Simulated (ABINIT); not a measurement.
# A GW chain in ABINIT: AlN (P6_3mc)

Aim: the G0W0 gap of AlN (P6_3mc) on PBE, step by step.

Program: ABINIT 10.8.3. Level of theory: PBE and many-body steps on it, plane waves. Results are calculated unless marked as measured.

The database entry behind the starting cell differs from later determinations by our own check (inner coordinate u about 0.002 short), so it need not match the best structure at ambient conditions.

### Step 1. The structure

The structure is hexagonal, space group P6_3mc (No. 186). The conventional cell has a = 3.113 Å, b = 3.113 Å, c = 4.981 Å, α = 90.00°, β = 90.00°, γ = 120.00°. Nearest to Al lie 4 N at 1.89 Å. N has 4 Al at 1.89 Å nearest. Farther neighbours and most contacts between anions are not listed.

The cell and positions come from the Crystallography Open Database and are kept as given unless a step says otherwise.

### Step 2. Ground state

This step: ABINIT 10.8.3; DFT, PBE, plane waves, norm-conserving pseudopotentials.

The ground-state density comes first.

The input, run.abi:

```
acell 3*1.0 Angstrom
rprim 
  3.113000000011 -0.000000000003 0.000000000000
  -1.556500000003 2.695937081992 0.000000000000
  0.000000000000 0.000000000000 4.981000000000
ntypat 2
znucl 13 7
natom 4
typat 1 1 2 2
xred 
  0.333333333333 0.666666666667 0.000000000000
  0.666666666667 0.333333333333 0.500000000000
  0.333333333333 0.666666666667 0.380000000000
  0.666666666667 0.333333333333 0.880000000000
pp_dirpath "pseudos"
pseudos "Al.upf, N.upf"
ecut 36
ngkpt 6 6 4
nshiftk 1
shiftk 0 0 0
kptopt 1
chksymbreak 0
nband 14
occopt 1
tolvrs 1e-10
nstep 60
prtwf 0
optforces 0
optstress 0
indata_prefix "in"
outdata_prefix "out"
tmpdata_prefix "tmp"
```

Launch:

```console
$ OMP_NUM_THREADS=1 mpirun -n 8 abinit run.abi > log
```

Numbers of over 12 decimals in the logs are rounded to 6 here.

The log of the run:

```text
.Version 10.8.3 of ABINIT. v10.8.2 released Aug 2026.

 Symmetries : space group P6_3 m c (#186); Bravais hP (primitive hexag.)
================================================================================
 Values of the parameters that define the memory need of the present run
     intxc =       0    ionmov =       0      iscf =       7    lmnmax =       6
     lnmax =       6     mgfft =      54  mpssoang =       3    mqgrid =    3001
     natom =       4  nloc_mem =       1    nspden =       1   nspinor =       1
    nsppol =       1      nsym =      12    n1xccc =    2501    ntypat =       2
    occopt =       1   xclevel =       2
-    mband =          14        mffmem =           1         mkmem =           3
       mpw =        2934          nfft =       55296          nkpt =          21
================================================================================
  Rough estimation (10% accuracy) of disk space for files :
================================================================================

--------------------------------------------------------------------------------
------------- Echo of variables that govern the present computation ------------
--------------------------------------------------------------------------------
 -outvars: echo values of preprocessed input variables --------
            acell      1.8897261259E+00  1.8897261259E+00  1.8897261259E+00 Bohr

      chksymbreak           0
             ecut      3.60000000E+01 Hartree
-          fftalg         312

              ixc     -101130
              kpt      0.00000000E+00  0.00000000E+00  0.00000000E+00
                       1.66666667E-01  0.00000000E+00  0.00000000E+00
                       3.33333333E-01  0.00000000E+00  0.00000000E+00
                       5.00000000E-01  0.00000000E+00  0.00000000E+00
                       1.66666667E-01  1.66666667E-01  0.00000000E+00
                       3.33333333E-01  1.66666667E-01  0.00000000E+00
                       3.33333333E-01  3.33333333E-01  0.00000000E+00
                       0.00000000E+00  0.00000000E+00  2.50000000E-01
                       1.66666667E-01  0.00000000E+00  2.50000000E-01
   [... 10 further rows ...]
                       3.33333333E-01  1.66666667E-01  5.00000000E-01
                       3.33333333E-01  3.33333333E-01  5.00000000E-01
         kptrlatt        6    0    0      0    6    0      0    0    4
          kptrlen      3.52963046E+01
P           mkmem           3
            natom           4
            nband          14
            ngfft          32      32      54
             nkpt          21
            nstep          60
             nsym          12
           ntypat           2
              occ      2.000000  2.000000  2.000000  2.000000  2.000000  2.000000
                       2.000000  2.000000  0.000000  0.000000  0.000000  0.000000
                       0.000000  0.000000
        optforces           0
        optstress           0
            prtwf           0
            rprim      3.1130000000E+00 -3.0000000000E-12  0.0000000000E+00
[...]
spgroup         186

           tolvrs      1.00000000E-10

             xred      3.3333333333E-01  6.6666666667E-01  1.1102230246E-16
[...]
znucl       13.00000    7.00000

================================================================================

 chkinp: Checking input parameters for consistency.

================================================================================
== DATASET  1 ==================================================================
-   mpi_nproc: 8, omp_nthreads: 1 (-1 if OMP is not activated)

--- !DatasetInfo
iteration_state: {dtset: 1, }
dimensions: {natom: 4, nkpt: 21, mband: 14, nsppol: 1, nspinor: 1, nspden: 1, mpw: 2934, }
cutoff_energies: {ecut:  36.0, pawecutdg:  -1.0, }
electrons: {nelect:   1.60000000E+01, charge:   0.00000000E+00, occopt:   1.00000000E+00, tsmear:   1.00000000E-02, }

 Real(R)+Recip(G) space primitive vectors, cartesian coordinates (Bohr,Bohr^-1):
 R(1)=  5.8827174  0.0000000  0.0000000  G(1)=  0.1699895  0.0981435  0.0000000
 R(2)= -2.9413587  5.0945827  0.0000000  G(2)=  0.0000000  0.1962869  0.0000000
 R(3)=  0.0000000  0.0000000  9.4127258  G(3)=  0.0000000  0.0000000  0.1062392
 Unit cell volume ucvol=  2.8209931E+02 bohr^3
 Angles (23,13,12)=  9.00000000E+01  9.00000000E+01  1.20000000E+02 degrees

 getcut: wavevector=  0.0000  0.0000  0.0000  ngfft=  32  32  54
         ecut(hartree)=     36.000   => boxcut(ratio)=   2.01398

--- Pseudopotential description ------------------------------------------------
- Al Generated using ONCVPSP code by D. R. Hamann
- 13.00000   3.00000  171031                  znucl, zion, pspdat
12 -101130 2 -1 1876                          pspcod,pspxc,lmax,lloc,mmax
     nproj     2     2     2
  pspatm : epsatm=    4.08140545
         --- l  ekb(1:nproj) -->
[...]
pspatm: atomic psp has been read  and splines computed

- N Generated using ONCVPSP code by D. R. Hamann
-  7.00000   5.00000  171031                  znucl, zion, pspdat
12 -101130 1 -1 1058                          pspcod,pspxc,lmax,lloc,mmax
     nproj     2     2     0
  pspatm : epsatm=    5.20977870
         --- l  ekb(1:nproj) -->
[...]
pspatm: atomic psp has been read  and splines computed

   2.97317893E+02                                ecore*ucvol(ha*bohr**3)
--------------------------------------------------------------------------------

_setup2: Arith. and geom. avg. npw (full set) are    2910.285    2910.260

================================================================================

--- !BeginCycle
iteration_state: {dtset: 1, }
solver: {iscf: 7, nstep: 60, nline: 4, wfoptalg: 0, }
tolerances: {tolvrs: 1.00E-10, }

     iter   Etot(hartree)      deltaE(h)  residm     vres2
 ETOT  1  -25.271539827214    -2.527E+01 6.107E-02 8.448E+02
 ETOT  2  -25.352258701810    -8.072E-02 1.435E-02 6.550E+02
 ETOT  3  -25.587401781115    -2.351E-01 2.152E-02 9.364E-01
 ETOT  4  -25.588085893888    -6.841E-04 8.287E-03 1.660E-02
 ETOT  5  -25.588088186692    -2.293E-06 3.580E-03 1.904E-03
 ETOT  6  -25.588088419180    -2.325E-07 1.893E-03 2.744E-05
 ETOT  7  -25.588088426564    -7.385E-09 1.489E-03 4.553E-06
 ETOT  8  -25.588088428187    -1.622E-09 1.240E-03 2.558E-08
 ETOT  9  -25.588088428195    -7.653E-12 2.108E-03 7.436E-10
 ETOT 10  -25.588088428195    -3.944E-13 1.204E-03 6.680E-11

 At SCF step   10       vres2   =  6.68E-11 < tolvrs=  1.00E-10 =>converged.

--- !ResultsGS
iteration_state: {dtset: 1, }
comment   : Summary of ground state results
lattice_vectors:
- [  5.8827174,  -0.0000000,   0.0000000, ]
- [ -2.9413587,   5.0945827,   0.0000000, ]
- [  0.0000000,   0.0000000,   9.4127258, ]
lattice_lengths: [   5.88272,    5.88272,    9.41273, ]
lattice_angles: [ 90.000,  90.000, 120.000, ] # degrees, (23, 13, 12)
lattice_volume:   2.8209931E+02
convergence: {deltae: -3.944E-13, res2:  6.680E-11, residm:  1.204E-03, diffor:  0.000E+00, }
etotal    :  -2.55880884E+01
entropy   :   0.00000000E+00
fermie    :   1.95302428E-01
cartesian_stress_tensor: null
pressure_GPa: null
xred      :
- [  3.3333E-01,   6.6667E-01,   1.1102E-16, Al]
- [  6.6667E-01,   3.3333E-01,   5.0000E-01, Al]
- [  3.3333E-01,   6.6667E-01,   3.8000E-01,  N]
- [  6.6667E-01,   3.3333E-01,   8.8000E-01,  N]
cartesian_forces: null
force_length_stats: {min: null, max: null, mean: null, }

 Integrated electronic density in atomic spheres:
 ------------------------------------------------
 Atom  Sphere_radius  Integrated_density
[...]
4        2.00000          5.37790308
================================================================================

 ----iterations are completed or convergence reached----

 Mean square residual over all n,k,spin=   65.436E-07; max=  12.038E-04
 reduced coordinates (array xred) for    4 atoms
       0.333333333333      0.666666666667      0.000000000000
       0.666666666667      0.333333333333      0.500000000000
       0.333333333333      0.666666666667      0.380000000000
       0.666666666667      0.333333333333      0.880000000000
 rms dE/dt=  0.0000E+00; max dE/dt=  0.0000E+00; dE/dt below (all hartree)
    1       0.000000000000      0.000000000000      0.000000000000
    2       0.000000000000      0.000000000000      0.000000000000
    3       0.000000000000      0.000000000000      0.000000000000
    4       0.000000000000      0.000000000000      0.000000000000

 cartesian coordinates (angstrom) at end:
    1      1.67e-12     1.797291     0.000000
    2      1.556500     0.898646     2.490500
    3      1.67e-12     1.797291     1.892780
    4      1.556500     0.898646     4.383280
 length scales=  1.889726125908  1.889726125908  1.889726125908 bohr
              =  1.000000000000  1.000000000000  1.000000000000 angstroms
 prteigrs : about to open file out_EIG
 Fermi (or HOMO) energy (hartree) =   0.19530   Average Vxc (hartree)=  -0.39340
 Eigenvalues (hartree) for nkpt=  21  k points:
 kpt#   1, nband= 14, wtk=  0.00694, kpt=  0.0000  0.0000  0.0000 (reduced coord)
  -0.36127   -0.28223   -0.02425    0.16476    0.16476    0.18869    0.18869    0.19530
   0.35040    0.44063    0.58456    0.60656    0.60656    0.67969
 prteigrs : prtvol=0 or 1, do not print more k-points.

--- !EnergyTerms
iteration_state     : {dtset: 1, }
comment             : Components of total free energy in Hartree
kinetic             :  1.63754067525830E+01
hartree             :  5.68913969396399E+00
xc                  : -8.49822455013840E+00
Ewald energy        : -2.17432241271520E+01
psp_core            :  1.05394762412788E+00
local_psp           : -1.71233917846079E+01
non_local_psp       : -1.34174203697168E+00
total_energy        : -2.55880884281950E+01
total_energy_eV     : -6.96287357515931E+02
band_energy         :  5.39239398030489E-02

== END DATASET(S) ==============================================================
================================================================================

 -outvars: echo values of variables after computation  --------
           etotal     -2.5588088428E+01
            nband          14
             nkpt          21
          spgroup         186
 [... the other variables as echoed above ...]

 Calculation completed.
```

Elapsed: 5.3 s, on 8 MPI ranks of Arm Neoverse V1, shared host; peak memory 0.53 GiB.

Numbers from this step:

| Quantity | Value |
| --- | --- |
| total energy | -696.2874 eV |
| gap | 4.220 eV |
| k of the valence top | 0, 0, 0 |
| k of the conduction bottom | 0, 0, 0 |
| least direct gap | 4.220 eV |

The gap is direct, at Γ.

(Continued in part 2 of 3.)

[Paths, hosts, dates, memory and timing lines, banners, echoed tables and standing remarks are left out of the program output.]

[Logs are printed without paths, hosts, clocks, repeated set-up lines and the standing remarks that a program may print on its own settings, such as how far it seeks lower states.]

[Runs of the session that timed out or met a known fault of the program may be left out.]

[Hosts, paths, dates, database ids (printed as entryN), source tags and the programs' standing remarks are cut or masked in the printed files.]

[G0W0 gaps are taken among the corrected bands and points alone; a level outside them can change the order at an edge.]

[Where Ansatz stands beside ABINIT at settings called matched, ABINIT's density can come from a denser mesh and the files from another edition; pairs whose starting gaps differed by over 0.03 eV were left out, so agreement reads better than it is.]
